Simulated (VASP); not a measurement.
# Si: convergence, phonon dispersion from a supercell

Si, Fd-3m (no. 227), 2 atoms in the cell. PBEsol, phonon dispersion from a supercell; PAW potentials Si (PBE set). VASP 6.6.1.

Wanted: frequencies at the zone-boundary points of the path within 3 %; vibrational free energy at 300 K within 0.001 eV/atom.

Geometry: relaxed with this functional.

POSCAR of the starting run:
```
Si
 1.0000000000000000
     0.0000000000000000    5.4356040524003442    5.4356040524003442
     5.4356040524003442    0.0000000000000000    5.4356040524003442
     5.4356040524003442    5.4356040524003442    0.0000000000000000
 Si
  16
Direct
  0.2500000000000000  0.2500000000000000  0.2500000000000000
  0.2500000000000000  0.2500000000000000  0.7500000000000001
  0.2499999999999999  0.7499999999999999  0.2500000000000001
  0.2499999999999998  0.7499999999999999  0.7500000000000002
  0.7499999999999999  0.2499999999999999  0.2500000000000001
  0.7499999999999999  0.2499999999999998  0.7500000000000002
  0.7500000000000001  0.7500000000000001  0.2500000000000000
  0.7500000000000001  0.7500000000000001  0.7500000000000001
  0.3750000000000001  0.3750000000000001  0.3750000000000001
  0.3749999999999999  0.3749999999999999  0.8750000000000002
  0.3749999999999999  0.8750000000000002  0.3750000000000001
  0.3749999999999999  0.8749999999999999  0.8750000000000002
  0.8750000000000002  0.3749999999999999  0.3750000000000001
  0.8749999999999999  0.3749999999999999  0.8750000000000002
  0.8750000000000002  0.8750000000000002  0.3750000000000001
  0.8749999999999999  0.8749999999999999  0.8750000000000002
```

The series start from Plane-wave cutoff (eV): 320; k mesh: 6x6x6; SCF threshold (eV): 1e-7; Precision mode: Accurate; Projectors in real space: False; Displacements: NFREE 2; Supercell: 2x2x2. Each series keeps the choices made before it, and each single choice may use up half of a tolerance. Times cover all steps of a run.

## Plane-wave cutoff (eV)

| Plane-wave cutoff (eV) | Frequencies at the zone-boundary points of the path, largest deviation against the largest value | Vibrational free energy at 300 K (eV/atom) | Time (s) |
|---|---|---|---|
| 200 | 0.39 % | 0.0314 | 44 |
| 240 | 0.2 % | 0.0312 | 53 |
| 280 | 0.22 % | 0.0313 | 72 |
| 320 | 0.091 % | 0.0314 | 102 |
| 390 (reference) | 0 % | 0.0313 | 141 |

Chosen: 200, the loosest value from which every tighter one stays within half of the tolerance.

## k mesh

| k mesh | Frequencies at the zone-boundary points of the path, largest deviation against the largest value | Vibrational free energy at 300 K (eV/atom) | Time (s) |
|---|---|---|---|
| 4x4x4 | 1.9 % | 0.0305 | 41 |
| 6x6x6 | 0.32 % | 0.0314 | 44 |
| 8x8x8 (reference) | 0 % | 0.0316 | 92 |

Chosen: 6x6x6.

## SCF threshold (eV)

| SCF threshold (eV) | Frequencies at the zone-boundary points of the path, largest deviation against the largest value | Vibrational free energy at 300 K (eV/atom) | Time (s) |
|---|---|---|---|
| 0.0001 | 1.5 % | 0.0300 | 34 |
| 1e-5 | 0.46 % | 0.0313 | 36 |
| 1e-6 | 0.17 % | 0.0314 | 38 |
| 1e-7 (reference) | 0 % | 0.0314 | 44 |

Chosen: 1e-5.

## Precision mode

| Precision mode | Frequencies at the zone-boundary points of the path, largest deviation against the largest value | Vibrational free energy at 300 K (eV/atom) | Time (s) |
|---|---|---|---|
| Accurate | 0 % | 0.0313 | 36 |
| Normal | 0.15 % | 0.0314 | 23 |
| Single | 0.63 % | 0.0319 | 32 |

Chosen: Normal, the fastest of those that stay within half of the tolerance.

## Projectors in real space

| Projectors in real space | Frequencies at the zone-boundary points of the path, largest deviation against the largest value | Vibrational free energy at 300 K (eV/atom) | Time (s) |
|---|---|---|---|
| False | 0 % | 0.0314 | 23 |
| Auto | 0.2 % | 0.0312 | 32 |

Chosen: False; no other choice that stays within half of the tolerance saves 30 % of the time.

## Displacements

| Displacements | Frequencies at the zone-boundary points of the path, largest deviation against the largest value | Vibrational free energy at 300 K (eV/atom) | Time (s) |
|---|---|---|---|
| NFREE 2 | 0 % | 0.0314 | 23 |
| NFREE 1 | 0.29 % | 0.0315 | 21 |
| perturbation theory (IBRION 8) | 0.9 % | 0.0320 | 43 |

Chosen: NFREE 2.

## Supercell

| Supercell | Frequencies at the zone-boundary points of the path, largest deviation against the largest value | Vibrational free energy at 300 K (eV/atom) | Time (s) |
|---|---|---|---|
| 2x2x2 | 3.2 % | 0.0314 | 23 |
| 3x3x3 (reference) | 0 % | 0.0339 | 257 |

Chosen: 3x3x3; the next looser run is off by more than half of the tolerance, so convergence isn't shown beyond this value.

## All choices together

| Input | Frequencies at the zone-boundary points of the path, largest deviation against the largest value | Vibrational free energy at 300 K (eV/atom) | Time (s) |
|---|---|---|---|
| program defaults, KSPACING-like mesh of 0.5 per A (naive) | 3.7 % | 0.0306 | 22 |
| chosen settings | 0.93 % | 0.0339 | 257 |
| reference settings throughout | 0 % | 0.0334 | 1629 |

The chosen settings stay within the tolerance of the reference run, but the reference itself isn't shown to be converged in: Supercell.

## The input

INCAR.step1:
```
SYSTEM = Si
PREC = Normal
ENCUT = 200
EDIFF = 1E-5
ISMEAR = 0
SIGMA = 0.02
LREAL = .False.
LASPH = .True.
ALGO = Normal
NELM = 120
LWAVE = .False.
LCHARG = .False.
GGA = PS
LPHON_DISPERSION = .True.
PHON_NWRITE = -2
KPAR = 2
IBRION = 6
NFREE = 2
POTIM = 0.015
NSW = 1
ISIF = 2
```

INCAR.step2, as INCAR.step1 but for:
```
+ CHECKPOINT_FD = CONTINUE
+ PHON_DOS = 1
```

KPOINTS:
```
Automatic mesh
0
Gamma
  2 2 2
  0 0 0
```

QPOINTS.step1:
```
path GXWKGLUWLK,UX
8
line-mode
reciprocal
 0.0000000000  0.0000000000  0.0000000000  G
 0.5000000000  0.0000000000  0.5000000000  X

 0.5000000000  0.0000000000  0.5000000000  X
 0.5000000000  0.2500000000  0.7500000000  W

 0.5000000000  0.2500000000  0.7500000000  W
 0.3750000000  0.3750000000  0.7500000000  K

 0.3750000000  0.3750000000  0.7500000000  K
 0.0000000000  0.0000000000  0.0000000000  G

 0.0000000000  0.0000000000  0.0000000000  G
 0.5000000000  0.5000000000  0.5000000000  L

 0.5000000000  0.5000000000  0.5000000000  L
 0.6250000000  0.2500000000  0.6250000000  U

 0.6250000000  0.2500000000  0.6250000000  U
 0.5000000000  0.2500000000  0.7500000000  W

 0.5000000000  0.2500000000  0.7500000000  W
 0.5000000000  0.5000000000  0.5000000000  L

 0.5000000000  0.5000000000  0.5000000000  L
 0.3750000000  0.3750000000  0.7500000000  K

 0.6250000000  0.2500000000  0.6250000000  U
 0.5000000000  0.0000000000  0.5000000000  X
```

QPOINTS.step2:
```
q mesh
0
Gamma
  12 12 12
  0 0 0
```

POSCAR:
```
Si
 1.0000000000000000
     0.0000000000000000    8.1534060786005167    8.1534060786005167
     8.1534060786005167    0.0000000000000000    8.1534060786005167
     8.1534060786005167    8.1534060786005167    0.0000000000000000
 Si
  54
Direct
  0.1666666666666667  0.1666666666666667  0.1666666666666667
  0.1666666666666666  0.1666666666666666  0.4999999999999999
  0.1666666666666666  0.1666666666666666  0.8333333333333334
  0.1666666666666666  0.4999999999999999  0.1666666666666667
  0.1666666666666664  0.4999999999999998  0.5000000000000002
  0.1666666666666666  0.4999999999999999  0.8333333333333334
  0.1666666666666667  0.8333333333333334  0.1666666666666666
  0.1666666666666666  0.8333333333333334  0.4999999999999999
  0.1666666666666667  0.8333333333333333  0.8333333333333333
  0.4999999999999999  0.1666666666666666  0.1666666666666667
  0.4999999999999998  0.1666666666666664  0.5000000000000002
  0.4999999999999999  0.1666666666666666  0.8333333333333334
  0.4999999999999999  0.4999999999999999  0.1666666666666666
  0.4999999999999999  0.4999999999999999  0.4999999999999999
  0.4999999999999999  0.4999999999999999  0.8333333333333331
  0.4999999999999998  0.8333333333333333  0.1666666666666667
  0.4999999999999997  0.8333333333333331  0.5000000000000001
  0.4999999999999997  0.8333333333333331  0.8333333333333334
  0.8333333333333334  0.1666666666666667  0.1666666666666666
  0.8333333333333334  0.1666666666666666  0.4999999999999999
  0.8333333333333333  0.1666666666666667  0.8333333333333333
  0.8333333333333333  0.4999999999999998  0.1666666666666667
  0.8333333333333333  0.4999999999999998  0.5000000000000000
  0.8333333333333333  0.4999999999999998  0.8333333333333333
  0.8333333333333333  0.8333333333333333  0.1666666666666667
  0.8333333333333333  0.8333333333333333  0.5000000000000000
  0.8333333333333333  0.8333333333333333  0.8333333333333333
  0.2500000000000000  0.2500000000000000  0.2500000000000000
  0.2499999999999998  0.2499999999999998  0.5833333333333335
  0.2500000000000001  0.2500000000000001  0.9166666666666666
  0.2499999999999999  0.5833333333333335  0.2500000000000001
  0.2499999999999998  0.5833333333333331  0.5833333333333335
  0.2499999999999997  0.5833333333333333  0.9166666666666669
  0.2499999999999999  0.9166666666666666  0.2500000000000001
  0.2499999999999998  0.9166666666666664  0.5833333333333335
  0.2500000000000001  0.9166666666666666  0.9166666666666666
  0.5833333333333335  0.2499999999999999  0.2500000000000001
  0.5833333333333331  0.2499999999999998  0.5833333333333335
  0.5833333333333333  0.2499999999999997  0.9166666666666669
  0.5833333333333335  0.5833333333333335  0.2500000000000001
  0.5833333333333331  0.5833333333333331  0.5833333333333335
  0.5833333333333334  0.5833333333333334  0.9166666666666667
  0.5833333333333336  0.9166666666666667  0.2499999999999999
  0.5833333333333331  0.9166666666666664  0.5833333333333335
  0.5833333333333334  0.9166666666666664  0.9166666666666667
  0.9166666666666665  0.2499999999999998  0.2500000000000002
  0.9166666666666664  0.2499999999999998  0.5833333333333335
  0.9166666666666666  0.2500000000000001  0.9166666666666666
  0.9166666666666666  0.5833333333333335  0.2500000000000001
  0.9166666666666664  0.5833333333333331  0.5833333333333335
  0.9166666666666663  0.5833333333333333  0.9166666666666669
  0.9166666666666666  0.9166666666666666  0.2500000000000001
  0.9166666666666664  0.9166666666666664  0.5833333333333335
  0.9166666666666666  0.9166666666666666  0.9166666666666666
```

Commands (each step's output is kept before the next begins):
```
cat potpaw_PBE.64/Si/POTCAR > POTCAR
cp INCAR.step1 INCAR
cp QPOINTS.step1 QPOINTS
mpirun -np 8 vasp_std > vasp.out
cp INCAR.step2 INCAR
cp QPOINTS.step2 QPOINTS
mpirun -np 8 vasp_std > vasp.out
```

The chosen input took VASP 6.6.1 257 s on 8 cores (AMD EPYC 7571), a shared host.

## An input that fails: primitive cell taken as the supercell

It runs to its end, but against the unchanged starting input it is off by 47 % in the frequencies at the zone-boundary points of the path, 0.0137 eV/atom in the vibrational free energy at 300 K.

Supercell: 2 × 2 × 2 becomes 1 × 1 × 1.
